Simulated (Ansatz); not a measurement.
The system is CdSe.

```
Cd Se
1.0
     0.00000    2.87396    2.87396
     2.87396    0.00000    2.87396
     2.87396    2.87396    0.00000
Cd Se
1 1
Cartesian
  0.0000 0.0000 0.0000
  2.8740 2.8740 2.8740
```

Measurements of this composition are mostly on another form, of space group No. 186.

```yaml
Program: Ansatz 0.2.0
Task: relaxation of cell and atoms
Functional: PBE
Dispersion: D3(BJ)
Potentials_or_basis: Ansatz PAW
Cutoff: "420 eV (not typed: the program's choice for these potentials)"
k_mesh: 8 × 8 × 8
Occupations: fermi-dirac, width 0.05 eV
Spin: no spin polarisation
```

At the start: volume 23.74 Å³/atom.

Problem. Where does the relaxation end?

Solution. It ends after 5 steps and the volume is 22.59 Å³/atom (-4.8 %); space group Fm-3m (No. 225, to 0.05 Å).

The path:
| step | energy change (eV) | largest force (eV/Å) | volume (Å³) |
| --- | --- | --- | --- |
| 1 | 0.0000 | 0.0000 | 47.48 |
| 2 | -0.0140 | 0.0000 | 43.79 |
| 3 | -0.0231 | 0.0000 | 45.32 |
| 4 | -0.0233 | 0.0000 | 45.18 |
| 5 | -0.0226 | 0.0000 | 45.18 |

Final structure:
```yaml
crystal:
  lattice:
    - [0.00000, 2.82689, 2.82689]
    - [2.82689, 0.00000, 2.82689]
    - [2.82689, 2.82689, 0.00000]
  atoms:
    - { symbol: Cd, position: [0.00000, 0.00000, 0.00000] }
    - { symbol: Se, position: [0.50000, 0.50000, 0.50000] }
```

Caveat: the plane-wave basis is chosen anew once the cell has moved, so the energies of steps on either side of that aren't comparable; pairwise dispersion overbinds metals, which lowers pressure and volume.
